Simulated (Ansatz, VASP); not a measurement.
# One calculation of SnO (Romarchite), two programs

```
Sn O
1.0
     3.79860    0.00000    0.00000
     0.00000    3.79860    0.00000
     0.00000    0.00000    4.84080
Sn O
2 2
Direct
  0.50000 0.00000 0.24245
  0.00000 0.50000 0.75755
  0.00000 0.00000 0.00000
  0.50000 0.50000 0.00000
```

Alike in both runs: functional PBE; dispersion D3(BJ); k mesh 10 × 10 × 8; occupations gaussian, width 0.05 eV; no spin polarisation.

Ansatz relaxed the structure, and its values are those at the end. VASP's run is a single point on that final structure, the one shown.

```csv
,VASP,Ansatz
version,VASP 6.6.1,Ansatz 0.2.0
potentials or method,"VASP PAW PBE potentials, release 64 (Sn_d, O)","scalar-relativistic, plane waves, PAW"
plane-wave cutoff (eV),520,420
valence electrons in the cell,40,40
```

Ansatz gave:

```
gap on the k mesh at the Fermi level (eV) : none
pressure (GPa)                            : 0.9
rms of the force components (eV/Å)        : 0.000
dispersion energy (meV/atom)              : -235.6
```

**Question.** What did VASP give for the same quantities?

**Answer.** gap on the k mesh at the Fermi level (eV): none; pressure (GPa): 1.2; rms of the force components (eV/Å): 0.034; dispersion energy (meV/atom): -235.5.

A gap of «none» marks a metal or a gap that the smearing closes. Ansatz warned: «gradients_without_spin_orbit».

Caveats: pairwise dispersion overbinds metals, which lowers pressure and volume.
